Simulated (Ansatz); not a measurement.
# AlN: the cost of one run

Program: Ansatz 0.2.0. Level of theory: DFT PBE, scalar-relativistic, plane waves, PAW. These are calculated values, not measurements.

39 further runs of the same task are left out: 39 set aside as unsound or not needed.

## 1. The structure to begin with

It takes space group Fm-3m (No. 225, cubic). Conventional cell: a = 4.070 Å, b = 4.070 Å, c = 4.070 Å, α = 90.00°, β = 90.00°, γ = 90.00°. Around Al (site symmetry m-3m) lie 6 N at 2.03 Å. N (site symmetry m-3m) is surrounded by 6 Al at 2.03 Å.

As a file:

```cif
data_structure
_symmetry_space_group_name_H-M 'P 1'
_symmetry_Int_Tables_number 1
_cell_length_a 2.8778
_cell_length_b 2.8778
_cell_length_c 2.8778
_cell_angle_alpha 60.000
_cell_angle_beta 60.000
_cell_angle_gamma 60.000
_cell_volume 16.85
loop_
_atom_site_label
_atom_site_type_symbol
_atom_site_fract_x
_atom_site_fract_y
_atom_site_fract_z
_atom_site_occupancy
Al1 Al 0.50000 0.50000 0.50000 1
N1 N 0.00000 0.00000 0.00000 1
```

It goes back to an entry of the Materials Project, which need not be the stable form.

This cell was relaxed beforehand with the same method: volume 8.43 Å³/atom, gap on the mesh 4.44 eV.

## 2. Plan of the line

The energy is mapped over volume and the cell's shape.

First coordinate, volume per atom: 9 values from 7.078 to 9.774 Å³. Second coordinate, length along [111] over the lengths across it, relative to the cubic cell: 9 values from 0.886 to 1.128.

Nothing else is relaxed (symmetry fixes all fractional coordinates). Energies count from the relaxed crystal. Points are written as (first, second).

## 3. The run at (9.437 Å³, 0.886)

Contents of input.yaml:

```yaml
crystal:
  lattice:
    - [-0.1666051703, 2.0332870433, 2.0332870433]
    - [2.0332870433, -0.1666051703, 2.0332870433]
    - [2.0332870433, 2.0332870433, -0.1666051703]
  atoms:
    - { symbol: Al, position: [0.5, 0.5, 0.5] }
    - { symbol: "N", position: [0.0, 0.0, 0.0] }
basis:
  ecutwfc: 520.0
kpoints:
  mp_grid: { grid: [10, 10, 10] }
hamiltonian:
  xc: pbe
  pseudopotentials: { kind: paw, azcp: { folder: soft_1 } }
scf:
  occupations: { method: gaussian, width: 0.05 }
output:
  forces: true
  stress: true
  eigenvalues: true
```

Run with:

```
> ansatz run input.yaml --threads 1 --pin off --max-ram 2048MiB --backend cpu --events-out ev --progress --plain --runs-dir out
```

**Question.** How long does this run take on 1 thread of Arm Neoverse N1, shared host, and how much memory does it need?

About 2.8 s, with a peak of 0.28 GiB.
